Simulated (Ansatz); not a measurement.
# Cu3Au (Auricupride) (Pm-3m) in Ansatz: notebook

The runs below take Cu3Au (Auricupride) through relaxation of cell and atoms, single point, with BLYP+D4, PBE.

Everything below comes from runs of Ansatz 0.2.0. Logs are shortened: lines on timing, memory, paths and dates and some standing lists are left out, and cuts for length are marked.

## Step 1: The crystal as given

Symmetry: Pm-3m, No. 221, cubic system. The conventional cell has a = 3.740 Å, b = 3.740 Å, c = 3.740 Å, α = 90.00°, β = 90.00°, γ = 90.00°. Au (site symmetry m-3m) has 12 Cu at 2.64 Å as nearest neighbours. Cu (site symmetry 4/mmm) is surrounded by 4 Au at 2.64 Å and 8 Cu at 2.64 Å.

## Step 2: Relaxation of cell and atoms, BLYP+D4

File input.yaml:

```yaml
crystal:
  lattice:
    - [3.74, 0.0, 0.0]
    - [0.0, 3.74, 0.0]
    - [0.0, 0.0, 3.74]
  atoms:
    - { symbol: Au, position: [0.0, 0.0, 0.0] }
    - { symbol: Cu, position: [0.5, 0.5, 0.0] }
    - { symbol: Cu, position: [0.5, 0.0, 0.5] }
    - { symbol: Cu, position: [0.0, 0.5, 0.5] }
hamiltonian:
  xc: blyp
  pseudopotentials: { kind: paw }
  dispersion: d4
kpoints:
  mp_grid: { grid: [7, 7, 7] }
scf:
  occupations: { method: fermi_dirac, width: 0.05 }
output:
  forces: true
  stress: true
  eigenvalues: true
  write_density: true
  write_potential: true
  elf: true
  volumetric_format: npy
relax:
  f_tol: 0.01
  max_steps: 40
  cell: { stress_tol: 0.05 }
```

Potentials or basis: Ansatz PAW.

Started as:

```console
> ansatz run input.yaml --threads 2 --pin off --max-ram 5632MiB --backend cpu --events-out ev --progress --plain --runs-dir out
```

The log of the run:

```text
Warning: RAYON_NUM_THREADS=2 ignored (pool sized by the plan → 2); use --threads N
Engine: ansatz 0.2.0, aarch64-unknown-linux-gnu
Pseudopotentials: kind: paw
Pseudopotential: Au, paw, valence charge 19, recommended cutoff 420 eV (normal), Au.paw.azcp
Pseudopotential: Cu, paw, valence charge 19, recommended cutoff 420 eV (normal), Cu.paw.azcp
Functional definition: BLYP
  parameter beta = 0.0042
  parameter a = 0.04918
  parameter b = 0.132
  parameter c = 0.2533
  parameter d = 0.349
  exchange = b88_x(beta = beta)
  correlation = lyp_c(a = a, b = b, c = c, d = d)
Crystal: 4 atoms, lattice volume = 52.314 Å³
Basis set: ecut = 420 eV, 1021 PW (Γ), exchange–correlation on 50×50×50 points (8 copies of the dense FFT grid, shifted against one another)
Bands: 46, of which v1, the nominal top of the filled ones, is band 38 counted from 1 (37 counted from 0)
Symmetry: 48 space group operations
Space group: Pm-3m (ITA 221), of the structure as read, at distance tolerance 3.7e-5 Å
k-points: 20 of 343
Non-local potential: Au, projectors of the file, l = 0: 3, l = 1: 2, l = 2: 2, l = 3: 1
Non-local potential: Cu, projectors of the file, l = 0: 3, l = 1: 2, l = 2: 3, l = 3: 1
PAW form: soft (Blöchl's): semilocal exchange-correlation on the pseudo side does not see the compensation charge
PAW frozen core: Au, regenerated for the run's functional, and the local potential with it (the file was generated under x = pbe(κ = 0.804, μ = 0.2195149727645171), c = pbe(β = 0.06672455060314922))
PAW frozen core: Cu, regenerated for the run's functional, and the local potential with it (the file was generated under x = pbe(κ = 0.804, μ = 0.2195149727645171), c = pbe(β = 0.06672455060314922))
PAW one-centre angular grid: Au, 590 points (default); XC on 64 Gauss nodes
PAW one-centre angular grid: Cu, 590 points (default); XC on 64 Gauss nodes
Initial density: superposition of atomic densities (neutral atoms: chi_scale 0, normalization atom), corrected by the library's trained network
Initial wavefunctions: pseudopotential atomic-orbital guess
Functional: x = b88, c = lyp
SCF iter   1: F=—  HF=-33082.965657 eV  |F-HF|=—  |Δ(HF+E_count)|=         —  Δρ=1.75e-2  dr2=1.14e-1  ethr=1.77e-3  ⟨swp⟩=5.8  Hψ=3059  notcnv=0  defer=3
[... 57 lines left out ...]
SCF converged after 9 iterations
Free energy (F): -33082.949262 eV
Harris-Foulkes:  -33082.949262 eV  (|F-HF|=0.00e0)
Internal energy: -33082.936772 eV  (E = F + TS)
E sigma→0 (E₀):  -33082.943017 eV
Entropy (-TS):   -0.012490 eV (-3.123 meV/atom)
Fermi energy:    18.450140 eV
--- Per-component energies (eV) ---
  E_band       = -1229.444594
  E_kinetic    = 1508.638789
  E_local      = -14068.116724  (includes V_loc(G=0)·N_el)
  E_nonlocal   = 1234.243715
  E_hartree    = 6217.403116
  E_xc         = -490.075448
  E_vxc        = -612.064991  (∫ρ·V_xc dr)
  E_paw        = -14767.531214  (= ΣΔE_a)
  E_vpaw       = -1726.953460  (= ΣTr[D̂ρ^β])
  E_aug_tail   = 0.001842  (compensation charges beyond the density's cutoff)
  E_ewald      = -12713.211776
  E_disp       = -4.432771  (pairwise vdW)
  E_core_change = 0.143700  (= ΣΔE_core)
  E_smearing   = -0.012490  (= −TS)
  E_closure    = -0.000000  (closes the sum)
  Σ components = -33082.949262   (vs F -33082.949262, Δ=0.00e0)
--- Forces (eV/Å), atoms counted from 1 ---
  atom   1  Au    -0.00000000     0.00000000    -0.00000000
  atom   2  Cu    -0.00000000     0.00000000     0.00000000
  atom   3  Cu     0.00000000    -0.00000000     0.00000000
  atom   4  Cu     0.00000000     0.00000000     0.00000000
  max |Σ_I F_I| component: 1.35e-28 eV/Å
--- Stress (GPa, compression-positive) ---
        0.002219      -0.000000       0.000000
       -0.000000       0.002219      -0.000000
        0.000000      -0.000000       0.002219
  P = ⅓ Tr σ = 0.0022 GPa (0.022 kbar)
--- Band table (eV; the first three rows and the last of 20) ---
  k-point 0: bands = ["-93.7675", "-93.7593", "-93.7593", "-87.5666", "-51.2668", "-51.2668", "-51.2668", "-51.2387", "-51.2387", "-51.2387", "-51.2188", "-51.2188", "-51.2188", "-38.9464", "-38.9464", "-38.9464", "8.9271", "12.1223", "12.1223", "12.9070", "12.9070", "12.9070", "13.9179", "15.3197", "15.3197", "15.3197", "16.1729", "16.1729", "16.7606", "16.8098", "16.8098", "16.9154", "16.9154", "16.9154", "17.0764", "17.0764", "17.0764", "19.8673", "19.8673", "19.8673", "24.5011", "25.9430", "25.9430", "29.5008", "29.5008", "29.5008"]
  k-point 1: bands = ["-93.7671", "-93.7597", "-93.7593", "-87.5666", "-51.2655", "-51.2655", "-51.2645", "-51.2390", "-51.2390", "-51.2387", "-51.2212", "-51.2198", "-51.2198", "-38.9472", "-38.9464", "-38.9464", "9.1725", "12.2132", "12.2377", "12.9556", "12.9684", "12.9684", "13.9791", "15.2565", "15.3680", "15.3680", "16.0908", "16.2022", "16.5624", "16.5624", "16.6856", "16.7058", "16.7615", "16.8690", "16.8690", "16.9156", "17.0759", "18.5880", "20.5515", "20.5515", "24.9446", "25.8380", "27.2504", "29.1741", "29.2263", "29.2263"]
  k-point 2: bands = ["-93.7662", "-93.7607", "-93.7593", "-87.5666", "-51.2621", "-51.2621", "-51.2580", "-51.2401", "-51.2401", "-51.2389", "-51.2279", "-51.2221", "-51.2221", "-38.9491", "-38.9465", "-38.9465", "9.8705", "12.4361", "12.4637", "13.0756", "13.1341", "13.1341", "14.1348", "15.1038", "15.4581", "15.4581", "15.8127", "15.8896", "15.8896", "16.2828", "16.4192", "16.4612", "16.5761", "16.5761", "16.6719", "16.6814", "16.9159", "17.0751", "22.0003", "22.0003", "25.3111", "25.5850", "27.7153", "27.7153", "28.2449", "28.6434"]
  k-point 19: bands = ["-93.7623", "-93.7619", "-93.7619", "-87.5665", "-51.2785", "-51.2615", "-51.2614", "-51.2614", "-51.2237", "-51.2237", "-51.2229", "-51.2212", "-51.2212", "-38.9493", "-38.9492", "-38.9492", "12.0649", "12.1343", "12.1343", "13.1682", "13.9832", "13.9832", "15.1675", "15.2938", "15.2938", "15.5137", "15.5137", "15.5851", "16.2527", "16.3083", "16.3083", "16.7483", "16.7483", "16.7565", "16.7881", "16.8411", "16.8411", "18.1860", "18.1860", "18.2209", "21.4119", "22.7491", "22.7491", "23.5677", "35.9076", "35.9076"]
--- Relaxed structure (3 steps of the walk, 3 accepted, 1 SCFs on fresh bases) ---
  F+E_penalty+E_count = -33082.94926184 eV   max|allowed force component| = 4.773e-29 eV/Å   (the final SCF, on the basis selected at the relaxed cell)
  cell:  # Å, volume = 52.7084 Å³
    - [3.7493846000657487, -4.172848212839011e-34, 8.024708101613482e-35]
    - [-4.172848212839011e-34, 3.7493846000657487, 1.6049416203226965e-35]
    - [8.024708101613482e-35, 1.6049416203226965e-35, 3.7493846000657487]
  atoms:
    - { symbol: Au, position: [4.7740576273119636e-35, 3.218465816163432e-36, -2.1456438774309054e-36] }
    - { symbol: Cu, position: [0.49999999999999994, 0.49999999999999994, 6.436931632300521e-36] }
    - { symbol: Cu, position: [0.49999999999999994, 5.364109693631414e-36, 0.49999999999999994] }
    - { symbol: Cu, position: [5.364109692728369e-37, 0.49999999999999994, 0.49999999999999994] }
```

Wall time 8.6 s (2 threads of Arm Neoverse V1, shared host); peak memory 0.37 GiB.

What came out:

| Item | Value |
| --- | --- |
| Free energy | -33082.9493 eV |
| Relaxed volume | 13.18 Å³/atom |
| Relaxed cell | a = 3.749 Å, b = 3.749 Å, c = 3.749 Å, α = 90.00°, β = 90.00°, γ = 90.00° |
| Space group after relaxing (to 0.05 Å) | Pm-3m (No. 221) |
| Energy gained by relaxing | 0.4 meV/atom |
| Ionic steps | 4 |
| Pressure after relaxing | 0.0 GPa |
| Band gap on the k mesh | none (metal or under the smearing width) |

The path:
```csv
step,energy change (eV),largest force (eV/Å),volume (Å³)
1,0.0000,0.0000,52.31
2,-0.0012,0.0000,52.65
3,-0.0012,0.0000,52.71
4,-0.0014,0.0000,52.71
```

Final structure:
```xyz
4
Lattice="3.7494 0.0000 0.0000 0.0000 3.7494 0.0000 0.0000 0.0000 3.7494" Properties=species:S:1:pos:R:3 pbc="T T T"
Au    0.0000    0.0000    0.0000
Cu    1.8747    1.8747    0.0000
Cu    1.8747    0.0000    1.8747
Cu    0.0000    1.8747    1.8747
```

Caveat: the plane-wave basis is chosen anew once the cell has moved, so the energies of steps on either side of that aren't comparable; pairwise dispersion overbinds metals, which lowers pressure and volume; the PAW data sets come from PBE, with cores solved anew for the run's functional, which leaves a small shift of forces and pressure. Zero-point motion and thermal expansion aren't in these numbers.

## Step 3: Single point, PBE

input.yaml, as its differences from that of step 2:

```diff
@@ -11,5 +11,4 @@
 hamiltonian:
-  xc: blyp
+  xc: pbe
   pseudopotentials: { kind: paw }
-  dispersion: d4
 kpoints:
@@ -17,3 +16,3 @@
 scf:
-  occupations: { method: fermi_dirac, width: 0.05 }
+  occupations: { method: gaussian, width: 0.027 }
 output:
@@ -26,5 +25 @@
   volumetric_format: npy
-relax:
-  f_tol: 0.01
-  max_steps: 40
-  cell: { stress_tol: 0.05 }
```

Potentials or basis: Ansatz PAW.

Started as:

```console
> ansatz run input.yaml --threads 2 --pin off --max-ram 5632MiB --backend cpu --events-out ev --progress --plain --runs-dir out
```

Run time: 2.2 s. Hardware: 2 threads of Arm Neoverse V1, shared host; peak memory 0.35 GiB.

Results (log left out):

| Quantity | Value |
| --- | --- |
| Free energy | -33024.9821 eV |
| Pressure | 5.0 GPa |
| Band gap on the k mesh | none (metal or under the smearing width) |

Levels at points of the mesh, in eV from the Fermi level:
| k point | band 36 | band 37 | band 38 | band 39 | band 40 | band 41 |
| --- | --- | --- | --- | --- | --- | --- |
| (0.00, 0.00, 0.00) | -1.29 | -1.29 | 1.30 | 1.30 | 1.30 | 6.12 |

Spin-orbit coupling is left out, which matters for the levels of Au.

## Step 4: Single point, PBE

input.yaml, as its differences from that of step 3:

```diff
@@ -16,3 +16,3 @@
 scf:
-  occupations: { method: gaussian, width: 0.027 }
+  occupations: { method: gaussian, width: 0.028 }
 output:
@@ -21,5 +21 @@
   eigenvalues: true
-  write_density: true
-  write_potential: true
-  elf: true
-  volumetric_format: npy
```

Started as:

```console
> ansatz run input.yaml --threads 2 --pin off --max-ram 5632MiB --backend cpu --events-out ev --progress --plain --runs-dir out
```

It took 1.6 s on 2 threads of Arm Neoverse V1, shared host; peak memory 0.35 GiB.

It converged, with:

```yaml
Free_energy: -33024.9821 eV
Pressure: 5.0 GPa
Band_gap_on_the_k_mesh: none (metal or under the smearing width)
```

Levels at points of the mesh, in eV from the Fermi level:
| k point | band 35 | band 36 | band 37 | band 38 | band 39 | band 40 | band 41 | band 42 |
| --- | --- | --- | --- | --- | --- | --- | --- | --- |
| (0.00, 0.00, 0.00) | -1.29 | -1.29 | -1.29 | 1.30 | 1.30 | 1.30 | 6.12 | 7.64 |

Spin-orbit coupling is left out, which matters for the levels of Au.

## Step 5: Overview

```tsv
task	level	cell	smearing	gap on the mesh (eV)	pressure (GPa)
relaxation of cell and atoms	BLYP+D4	relaxed	fermi-dirac 0.05 eV	none	0.0
single point	PBE	as given	gaussian 0.027 eV	none	5.0
single point	PBE	as given	gaussian 0.028 eV	none	5.0
```

Alike in all rows: potentials or basis Ansatz PAW; no spin polarisation; k mesh 7 × 7 × 7; cutoff (eV) 420.

Caveats: the plane-wave basis is chosen anew once the cell has moved, so the energies of steps on either side of that aren't comparable (some runs); pairwise dispersion overbinds metals, which lowers pressure and volume (some runs); the PAW data sets come from PBE, with cores solved anew for the run's functional, which leaves a small shift of forces and pressure (some runs).

Total energies depend on the potentials used, so only differences within one code and one set of settings carry meaning.
